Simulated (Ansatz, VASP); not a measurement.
**Two plane-wave programs on TePb**

The input INCAR:

```
ALGO = Normal
EDIFF = 1E-6
ENCUT = 520
GGA = PE
ISIF = 2
ISMEAR = 0
LASPH = True
LCHARG = False
LREAL = False
LWAVE = False
NBANDS = 17
NELM = 80
PREC = Accurate
SIGMA = 0.011
```

Contents of KPOINTS:

```
k-points
0
Gamma
  7 7 7
```

The input POSCAR:

```
TePb
1.0
    0.0000000000      3.2310000000      3.2310000000
    3.2310000000      0.0000000000      3.2310000000
    3.2310000000      3.2310000000      0.0000000000
Pb Te
1 1
Direct
    0.0000000000      0.0000000000      0.0000000000
    0.5000000000      0.5000000000      0.5000000000
```

Contents of input.yaml:

```yaml
crystal:
  lattice:
    - [0.0, 3.231, 3.231]
    - [3.231, 0.0, 3.231]
    - [3.231, 3.231, 0.0]
  atoms:
    - { symbol: Pb, position: [0.0, 0.0, 0.0] }
    - { symbol: Te, position: [0.5, 0.5, 0.5] }
hamiltonian:
  xc: pbe
  pseudopotentials: { kind: paw }
kpoints:
  mp_grid: { grid: [7, 7, 7] }
scf:
  occupations: { method: gaussian, width: 0.011 }
output:
  forces: true
  stress: true
  eigenvalues: true
  write_density: true
  write_potential: true
  elf: true
  volumetric_format: npy
```

Alike in both runs: task single point; functional PBE; k mesh 7 × 7 × 7; occupations gaussian, width 0.011 eV; no spin polarisation.

|  | VASP | Ansatz |
| --- | --- | --- |
| version | VASP 6.6.1 | Ansatz 0.2.0 |
| potentials or method | VASP PAW PBE potentials, release 64 (Pb_d, Te) | Ansatz PAW |
| plane-wave cutoff (eV) | 520 | 420 |
| valence electrons in the cell | 20 | 30 |

|  | VASP | Ansatz | Ansatz less VASP |
| --- | --- | --- | --- |
| gap on the k mesh at the Fermi level (eV) | 1.01 | 1.01 | -0.003 |
| least direct gap on the mesh (eV) | 1.01 | 1.01 | -0.003 |
| pressure (GPa) | 2.1 | 2.1 | +0.06 |

With one functional, cell and mesh, what is left measures potentials, basis and numerics. The two sets of potentials don't hold the same shells in valence.

Spin-orbit coupling is left out, which matters for the levels of Pb, Te.
